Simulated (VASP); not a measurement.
# SiC (Moissanite 3C) (F-43m) in VASP: further runs, part 2 of 2

VASP 6.6.1. Earlier steps stand in the parts before.

### Step 4. Relaxation of cell and atoms, PBEsol

INCAR

```
SYSTEM = SiC
PREC     = Accurate       ! precision mode
ENCUT    = 600            ! plane-wave cutoff, eV
EDIFF    = 1E-6           ! SCF threshold, eV
ISMEAR   = 0              ! smearing method
SIGMA    = 0.03           ! smearing width, eV
LREAL    = .False.        ! projectors in reciprocal space
LASPH    = .True.         ! aspherical terms in the spheres
NELM     = 80             ! most SCF steps
ALGO     = Normal         ! electronic algorithm
ISIF     = 3              ! what is computed and relaxed
LWAVE    = .False.        ! write WAVECAR
LCHARG   = .False.        ! write CHGCAR
GGA      = PS             ! functional
IBRION   = 2              ! ionic algorithm
NSW      = 90             ! ionic steps
EDIFFG   = -0.01          ! ionic threshold
```

KPOINTS

```
regular mesh
0
Gamma
  10 10 10
  0 0 0
```

POSCAR

```
SiC
1.0
    0.0000000000      2.1790000000      2.1790000000
    2.1790000000      0.0000000000      2.1790000000
    2.1790000000      2.1790000000      0.0000000000
Si C
1 1
Direct
    0.0000000000      0.0000000000      0.0000000000
    0.2500000000      0.2500000000      0.2500000000
```

Potentials or basis: VASP PAW PBE potentials, release 64 (Si, C).

Launch:

```sh
$ cat potpaw_PBE.64/Si/POTCAR potpaw_PBE.64/C/POTCAR > POTCAR
$ mpirun -np 1 vasp_std > vasp.out
```

OUTCAR:

```text
SYSTEM = SiC
   PREC = Accurate
   ENCUT = 600
   EDIFF = 1E-6
   ISMEAR = 0
   LREAL = .False.
   LASPH = .True.
   NELM = 80
   ISIF = 3
   GGA = PS
   IBRION = 2
   NSW = 90
   EDIFFG = -0.01

 ion  position               nearest neighbor table
   1  0.000  0.000  0.000-   2 1.89   2 1.89   2 1.89   2 1.89
   2  0.250  0.250  0.250-   1 1.89   1 1.89   1 1.89   1 1.89

  LATTYP: Found a face centered cubic cell.
 ALAT       =     4.3580000000

  Lattice vectors:

 A1 = (   0.0000000000,   2.1790000000,   2.1790000000)
 A2 = (   2.1790000000,   0.0000000000,   2.1790000000)
 A3 = (   2.1790000000,   2.1790000000,   0.0000000000)

Analysis of symmetry for initial positions (statically):
=====================================================================
 Subroutine PRICEL returns:
 Original cell was already a primitive cell.

 Routine SETGRP: Setting up the symmetry group for a
 face centered cubic supercell.

 Subroutine GETGRP returns: Found 24 space group operations
 (whereof 24 operations were pure point group operations)
 out of a pool of 48 trial point group operations.

The static configuration has the point symmetry T_d .

Analysis of symmetry for dynamics (positions and initial velocities):
=====================================================================
 Subroutine PRICEL returns:
 Original cell was already a primitive cell.

 Routine SETGRP: Setting up the symmetry group for a
 face centered cubic supercell.

 Subroutine GETGRP returns: Found 24 space group operations
 (whereof 24 operations were pure point group operations)
 out of a pool of 48 trial point group operations.

The dynamic configuration has the point symmetry T_d .

 Subroutine INISYM returns: Found 24 space group operations
 (whereof 24 operations are pure point group operations),
[... 119 lines left out ...]
  Thomas-Fermi vector in A             =   2.328660
   LORBIT       =      0    0 simple, 1 ext, 2 COOP (PROOUT), +10 PAW based schemes
   GGA     = PS    functional components
   LHFCALC =     F    Hartree Fock is set to
   AEXX    =    0.0000 exact exchange contribution
   IVDW    =     0    specifies the selected vdW correction
   LEPSILON=     F    determine dielectric tensor
   LRPA    =     F    only Hartree local field effects (RPA)
 conjugate gradient relaxation of ions
 non-spin polarized calculation
 Gauss-broadening in eV      SIGMA  =   0.03
  energy-cutoff  :      600.00
  volume of cell :       20.69
 maximum number of plane-waves:       701
 NGX is ok and might be reduce to    28
   NGX = 13   NGY = 13   NGZ = 13

 number of electron       8.0000000 magnetization

 Free energy of the ion-electron system (eV)
  ---------------------------------------------------
  ext. energy  EPLUGINS =         0.00000000
  ---------------------------------------------------
  free energy    TOTEN  =       -15.91610820 eV

  energy without entropy =      -15.91610820  energy(sigma->0) =      -15.91610820

 E-fermi :   8.1959     XC(G=0): -11.5049

 val. band max:        8.0558600555   @ k =   0.0000   0.0000   0.0000
 cond. band min:       9.2901437799   @ k =   0.5000   0.5000   0.0000
 fundamental gap:      1.2342837245
 Fermi energy:         8.1958529689

 k-point     1 :       0.0000    0.0000    0.0000
  band No.  band energies     occupation
      1      -7.3681      2.00000
      2       8.0559      2.00000
      3       8.0559      2.00000
      4       8.0559      2.00000
      5      14.2427      0.00000
      6      15.2991      0.00000
      7      15.2991      0.00000
      8      15.2991      0.00000
[... 243 lines left out ...]
 k-point    24 :       0.4000    0.3000    0.0000
  band No.  band energies     occupation
      1      -4.2085      2.00000
      2       2.4698      2.00000
      3       4.8720      2.00000
      4       5.4097      2.00000
      5      10.8127      0.00000
      6      13.5681      0.00000
      7      19.6090      0.00000
      8      19.9187      0.00000

 [... further k-points ...]

------------------------ aborting loop because EDIFF is reached ----------------------------------------

  FORCE on cell =-STRESS in cart. coord.  units (eV):
  Direction    XX          YY          ZZ          XY          YZ          ZX
  --------------------------------------------------------------------------------------
  -------------------------------------------------------------------------------------
  Total        0.0058220      0.0058220      0.0058220     -0.0000000     -0.0000000      0.0000000
  in kB        0.4507972      0.4507972      0.4507972     -0.0000000     -0.0000000      0.0000000
  external PRESSURE =       0.4507972 kB  Pullay stress =       0.0000000 kB

 VOLUME and BASIS-vectors are now :
 -----------------------------------------------------------------------------
  energy-cutoff  :      600.00
  volume of cell :       20.69
      direct lattice vectors                 reciprocal lattice vectors
     0.000000000  2.179000000  2.179000000    -0.229463056  0.229463056  0.229463056
     2.179000000  0.000000000  2.179000000     0.229463056 -0.229463056  0.229463056
     2.179000000  2.179000000  0.000000000     0.229463056  0.229463056 -0.229463056

 POSITION                                       TOTAL-FORCE (eV/Angst)
 -----------------------------------------------------------------------------------
      0.00000      0.00000      0.00000        -0.000000     -0.000000     -0.000000
      1.08950      1.08950      1.08950         0.000000      0.000000      0.000000
 -----------------------------------------------------------------------------------
    total drift:                               -0.000000     -0.000000     -0.000000

  FREE ENERGIE OF THE ION-ELECTRON SYSTEM (eV)
  ---------------------------------------------------
  free  energy   TOTEN  =       -15.9161082006 eV

  energy  without entropy=      -15.9161082006  energy(sigma->0) =      -15.91610820

 reached required accuracy - stopping structural energy minimisation
```

OSZICAR:

```text
N       E                     dE             d eps       ncg     rms          rms(c)
DAV:   1     0.665876883158E+01    0.66588E+01   -0.43995E+03   768   0.950E+02
DAV:   2    -0.172865907760E+02   -0.23945E+02   -0.22589E+02  1064   0.115E+02
DAV:   3    -0.177115519349E+02   -0.42496E+00   -0.42496E+00   888   0.192E+01
DAV:   4    -0.177128868560E+02   -0.13349E-02   -0.13349E-02  1160   0.116E+00
DAV:   5    -0.177128871688E+02   -0.31279E-06   -0.31279E-06   880   0.174E-02    0.873E+00
DAV:   6    -0.159997549940E+02    0.17131E+01   -0.70912E+00   808   0.150E+01    0.389E+00
DAV:   7    -0.159304719798E+02    0.69283E-01   -0.33522E-01  1136   0.405E+00    0.175E+00
DAV:   8    -0.159160924903E+02    0.14379E-01   -0.19422E-02   824   0.120E+00    0.155E-01
DAV:   9    -0.159160681677E+02    0.24323E-04   -0.77042E-04  1160   0.220E-01    0.102E-01
DAV:  10    -0.159161080555E+02   -0.39888E-04   -0.84919E-05  1000   0.728E-02    0.214E-02
DAV:  11    -0.159161080365E+02    0.19011E-07   -0.12705E-05  1008   0.223E-02    0.411E-03
DAV:  12    -0.159161082006E+02   -0.16413E-06   -0.51278E-07   520   0.571E-03
   1 F= -.15916108E+02 E0= -.15916108E+02  d E =-.159161E+02
```

It took 5.3 s on 1 thread of Intel Xeon 6975P-C (Granite Rapids), shared host; peak memory 0.14 GiB.

What came out:

- Free energy: -15.9161 eV
- Pressure after relaxing: 0.0 GPa
- Band gap on the k mesh: 1.23 eV, indirect (least direct gap 4.44 eV)

Final structure:
```cif
data_structure
_symmetry_space_group_name_H-M 'P 1'
_symmetry_Int_Tables_number 1
_cell_length_a 3.0816
_cell_length_b 3.0816
_cell_length_c 3.0816
_cell_angle_alpha 60.000
_cell_angle_beta 60.000
_cell_angle_gamma 60.000
_cell_volume 20.69
loop_
_atom_site_label
_atom_site_type_symbol
_atom_site_fract_x
_atom_site_fract_y
_atom_site_fract_z
_atom_site_occupancy
Si1 Si 0.00000 0.00000 0.00000 1
C1 C 0.25000 0.25000 0.25000 1
```

Caveat: the relaxation stopped at its first step, so nothing moved; the PAW data sets were made with another functional, which shifts forces and pressure a little.

### Step 5. Relaxation of cell and atoms, PBEsol

Changes to INCAR since step 4:

```diff
@@ -3,3 +3,3 @@
 ENCUT    = 600            ! plane-wave cutoff, eV
-EDIFF    = 1E-6           ! SCF threshold, eV
+EDIFF    = 1E-7           ! SCF threshold, eV
 ISMEAR   = 0              ! smearing method
@@ -16,2 +16,2 @@
 NSW      = 90             ! ionic steps
-EDIFFG   = -0.01          ! ionic threshold
+EDIFFG   = -0.005         ! ionic threshold
```

KPOINTS is that of step 4.

POSCAR

```
SiC                                     
1.0
    0.0000000000      2.1790000000      2.1790000000
    2.1790000000      0.0000000000      2.1790000000
    2.1790000000      2.1790000000      0.0000000000
  Si              C             
     1     1
Direct
     0.0000000000000000    0.0000000000000000    0.0000000000000000
     0.2500000000000000    0.2500000000000000    0.2500000000000000
```

Launch:

```sh
$ cat potpaw_PBE.64/Si/POTCAR potpaw_PBE.64/C/POTCAR > POTCAR
$ mpirun -np 1 vasp_std > vasp.out
```

Wall time 5.6 s (1 thread of Intel Xeon 6975P-C (Granite Rapids), shared host); peak memory 0.14 GiB.

It converged, with:

```
Free energy             : -15.9161 eV
Pressure after relaxing : 0.0 GPa
Band gap on the k mesh  : 1.23 eV, indirect (least direct gap 4.44 eV)
```

Final structure:
```
CELL_PARAMETERS angstrom
0.00000 2.17900 2.17900
2.17900 0.00000 2.17900
2.17900 2.17900 0.00000
ATOMIC_POSITIONS crystal
Si 0.00000 0.00000 0.00000
C 0.25000 0.25000 0.25000
```

Levels at points of the mesh, in eV from the valence-band top:
| k point | band 1 | band 2 | band 3 | band 4 | band 5 | band 6 | band 7 | band 8 |
| --- | --- | --- | --- | --- | --- | --- | --- | --- |
| (0.00, 0.00, 0.00) | -15.42 | 0.00 | 0.00 | 0.00 | 6.19 | 7.24 | 7.24 | 7.24 |
| (0.50, 0.00, 0.00) | -11.82 | -8.60 | -1.06 | -1.06 | 5.37 | 7.14 | 7.14 | 9.92 |
| (0.50, 0.50, 0.00) | -10.36 | -7.83 | -3.21 | -3.21 | 1.23 | 4.20 | 13.95 | 13.95 |

Caveat: the relaxation stopped at its first step, so nothing moved; the PAW data sets were made with another functional, which shifts forces and pressure a little. A k mesh can miss the band edges.

### Step 6. Relaxation of cell and atoms, r2SCAN

INCAR

```
  ALGO = Normal
  EDIFF = 1E-6
  EDIFFG = -0.01
  ENCUT = 600
  IBRION = 2
  ISIF = 3
  ISMEAR = 0
  LASPH = True
  LCHARG = False
  LMIXTAU = True
  LREAL = False
  LWAVE = False
  METAGGA = R2SCAN
  NELM = 80
  NSW = 90
  PREC = Accurate
  SIGMA = 0.03
```

KPOINTS

```
k-points
0
Gamma
  10 10 10
```

POSCAR

```
SiC
1.0
    0.0000000000      2.1790000000      2.1790000000
    2.1790000000      0.0000000000      2.1790000000
    2.1790000000      2.1790000000      0.0000000000
Si C
1 1
Direct
    0.0000000000      0.0000000000      0.0000000000
    0.2500000000      0.2500000000      0.2500000000
```

Potentials or basis: VASP PAW PBE potentials, release 64 (Si, C).

Launch:

```sh
$ cat potpaw_PBE.64/Si/POTCAR potpaw_PBE.64/C/POTCAR > POTCAR
$ mpirun -np 1 vasp_std > vasp.out
```

OUTCAR:

```text
EDIFF = 1E-6
   EDIFFG = -0.01
   ENCUT = 600
   IBRION = 2
   ISIF = 3
   ISMEAR = 0
   LASPH = True
   LREAL = False
   METAGGA = R2SCAN
   NELM = 80
   NSW = 90
   PREC = Accurate

 ion  position               nearest neighbor table
   1  0.000  0.000  0.000-   2 1.89   2 1.89   2 1.89   2 1.89
   2  0.250  0.250  0.250-   1 1.89   1 1.89   1 1.89   1 1.89

  LATTYP: Found a face centered cubic cell.
 ALAT       =     4.3580000000

  Lattice vectors:

 A1 = (   0.0000000000,   2.1790000000,   2.1790000000)
 A2 = (   2.1790000000,   0.0000000000,   2.1790000000)
 A3 = (   2.1790000000,   2.1790000000,   0.0000000000)

Analysis of symmetry for initial positions (statically):
=====================================================================
 Subroutine PRICEL returns:
 Original cell was already a primitive cell.

 Routine SETGRP: Setting up the symmetry group for a
 face centered cubic supercell.

 Subroutine GETGRP returns: Found 24 space group operations
 (whereof 24 operations were pure point group operations)
 out of a pool of 48 trial point group operations.

The static configuration has the point symmetry T_d .

Analysis of symmetry for dynamics (positions and initial velocities):
=====================================================================
 Subroutine PRICEL returns:
 Original cell was already a primitive cell.

 Routine SETGRP: Setting up the symmetry group for a
 face centered cubic supercell.

 Subroutine GETGRP returns: Found 24 space group operations
 (whereof 24 operations were pure point group operations)
 out of a pool of 48 trial point group operations.

The dynamic configuration has the point symmetry T_d .

 Subroutine INISYM returns: Found 24 space group operations
 (whereof 24 operations are pure point group operations),
 and found     1 'primitive' translations

----------------------------------------------------------------------------------------

[... 132 lines left out ...]
--------------------------------------- Ionic step        1  -------------------------------------------

 number of electron       8.0000000 magnetization

 Free energy of the ion-electron system (eV)
  ---------------------------------------------------
  ext. energy  EPLUGINS =         0.00000000
  ---------------------------------------------------
  free energy    TOTEN  =       -19.32891970 eV

  energy without entropy =      -19.32891970  energy(sigma->0) =      -19.32891970

------------------------ aborting loop because EDIFF is reached ----------------------------------------

  FORCE on cell =-STRESS in cart. coord.  units (eV):
  Direction    XX          YY          ZZ          XY          YZ          ZX
  --------------------------------------------------------------------------------------
  -------------------------------------------------------------------------------------
  Total       -0.0784638     -0.0784638     -0.0784638     -0.0000000      0.0000000     -0.0000000
  in kB       -6.0754505     -6.0754505     -6.0754505     -0.0000000      0.0000000     -0.0000000
  external PRESSURE =      -6.0754505 kB  Pullay stress =       0.0000000 kB
[... 59 lines left out ...]
--------------------------------------- Ionic step        3  -------------------------------------------

 number of electron       8.0000000 magnetization

 Free energy of the ion-electron system (eV)
  ---------------------------------------------------
  ext. energy  EPLUGINS =         0.00000000
  ---------------------------------------------------
  free energy    TOTEN  =       -19.32902719 eV

  energy without entropy =      -19.32902719  energy(sigma->0) =      -19.32902719

 E-fermi :   8.1897     XC(G=0): -11.9464

 val. band max:        8.0113102777   @ k =   0.0000   0.0000   0.0000
 cond. band min:       9.7352626647   @ k =   0.5000   0.5000   0.0000
 fundamental gap:      1.7239523870
 Fermi energy:         8.1896784679

 k-point     1 :       0.0000    0.0000    0.0000
  band No.  band energies     occupation
      1      -8.1892      2.00000
      2       8.0113      2.00000
      3       8.0113      2.00000
      4       8.0113      2.00000
      5      14.8791      0.00000
      6      15.8817      0.00000
      7      15.8817      0.00000
      8      15.8817      0.00000
[... 243 lines left out ...]
 k-point    24 :       0.4000    0.3000    0.0000
  band No.  band energies     occupation
      1      -4.9479      2.00000
      2       2.1728      2.00000
      3       4.7349      2.00000
      4       5.2615      2.00000
      5      11.3119      0.00000
      6      14.1855      0.00000
      7      20.5407      0.00000
      8      20.8418      0.00000

 [... further k-points ...]

------------------------ aborting loop because EDIFF is reached ----------------------------------------

  FORCE on cell =-STRESS in cart. coord.  units (eV):
  Direction    XX          YY          ZZ          XY          YZ          ZX
  --------------------------------------------------------------------------------------
  -------------------------------------------------------------------------------------
  Total       -0.0012376     -0.0012376     -0.0012376      0.0000000      0.0000000      0.0000000
  in kB       -0.0960834     -0.0960834     -0.0960834      0.0000000      0.0000000      0.0000000
  external PRESSURE =      -0.0960834 kB  Pullay stress =       0.0000000 kB
[... 17 lines left out ...]
  FREE ENERGIE OF THE ION-ELECTRON SYSTEM (eV)
  ---------------------------------------------------
  free  energy   TOTEN  =       -19.3290271919 eV

  energy  without entropy=      -19.3290271919  energy(sigma->0) =      -19.32902719

 reached required accuracy - stopping structural energy minimisation
```

OSZICAR:

```text
N       E                     dE             d eps       ncg     rms          rms(c)
DAV:   1     0.283090177968E+01    0.28309E+01   -0.45494E+03   768   0.980E+02
DAV:   2    -0.219017282636E+02   -0.24733E+02   -0.23343E+02  1064   0.119E+02
DAV:   3    -0.223244734725E+02   -0.42275E+00   -0.42275E+00   888   0.195E+01
DAV:   4    -0.223257723123E+02   -0.12988E-02   -0.12988E-02  1160   0.118E+00
[... 26 lines left out ...]
DAV:   2    -0.193290249015E+02    0.16932E-04   -0.15030E-04  1000   0.866E-02    0.295E-02
DAV:   3    -0.193290241538E+02    0.74767E-06   -0.16095E-05   760   0.438E-02    0.908E-03
DAV:   4    -0.193290247941E+02   -0.64024E-06   -0.16004E-05   832   0.311E-02    0.600E-03
DAV:   5    -0.193290273239E+02   -0.25298E-05   -0.44223E-06   792   0.150E-02    0.336E-03
DAV:   6    -0.193290271919E+02    0.13195E-06   -0.45653E-07   408   0.924E-03
   3 F= -.19329027E+02 E0= -.19329027E+02  d E =-.107491E-03
```

CONTCAR:

```text
SiC
   1.00000000000000
     0.0000000000000000    2.1770435138480271    2.1770435138480271
     2.1770435138480271    0.0000000000000000    2.1770435138480271
     2.1770435138480271    2.1770435138480271   -0.0000000000000000
  Si              C
     1     1
Direct
     0.0000000000000000    0.0000000000000000    0.0000000000000000
     0.2500000000000000    0.2500000000000000    0.2500000000000000

  0.00000000E+00  0.00000000E+00  0.00000000E+00
  0.00000000E+00  0.00000000E+00  0.00000000E+00
```

Run time: 2.4 min. Hardware: 1 thread of Intel Xeon Platinum 8259CL at 2.50GHz (Skylake/Cascade Lake), shared host; peak memory 0.16 GiB.

Results:

- Free energy: -19.3290 eV
- Relaxed volume: 10.32 Å³/atom
- Relaxed cell: a = 3.079 Å, b = 3.079 Å, c = 3.079 Å, α = 60.00°, β = 60.00°, γ = 60.00°
- Space group after relaxing (to 0.05 Å): F-43m (No. 216)
- Energy gained by relaxing: 0.1 meV/atom
- Ionic steps: 3
- Pressure after relaxing: 0.0 GPa
- Band gap on the k mesh: 1.72 eV, indirect (least direct gap 5.06 eV)

Step by step:
| step | energy change (eV) | largest force (eV/Å) | pressure (GPa) | volume (Å³) |
| --- | --- | --- | --- | --- |
| 1 | 0.0000 | 0.0000 | -0.61 | 20.69 |
| 2 | 0.0000 | 0.0000 | 0.68 | 20.57 |
| 3 | -0.0001 | 0.0000 | -0.01 | 20.64 |

Final structure:
```cif
data_structure
_symmetry_space_group_name_H-M 'P 1'
_symmetry_Int_Tables_number 1
_cell_length_a 3.0788
_cell_length_b 3.0788
_cell_length_c 3.0788
_cell_angle_alpha 60.000
_cell_angle_beta 60.000
_cell_angle_gamma 60.000
_cell_volume 20.64
loop_
_atom_site_label
_atom_site_type_symbol
_atom_site_fract_x
_atom_site_fract_y
_atom_site_fract_z
_atom_site_occupancy
Si1 Si 0.00000 0.00000 0.00000 1
C1 C 0.25000 0.25000 0.25000 1
```

Caveat: the PAW data sets were made with another functional, which shifts forces and pressure a little. A k mesh can miss the band edges.

### Step 7. Summary

```tsv
level	gap on the mesh (eV)	pressure (GPa)
PBE	1.37	0.0
PBEsol	1.23	0.0
r2SCAN	1.72	0.0
```

Alike in all rows: task relaxation of cell and atoms; potentials or basis VASP PAW PBE potentials, release 64 (Si, C); no spin polarisation; cell relaxed; k mesh 10 × 10 × 10; cutoff (eV) 600; smearing gaussian 0.03 eV.

Caveats: the relaxation stopped at its first step, so nothing moved (some runs); the PAW data sets were made with another functional, which shifts forces and pressure a little (some runs).

Total energies depend on the potentials used, so only differences within one code and one set of settings carry meaning.
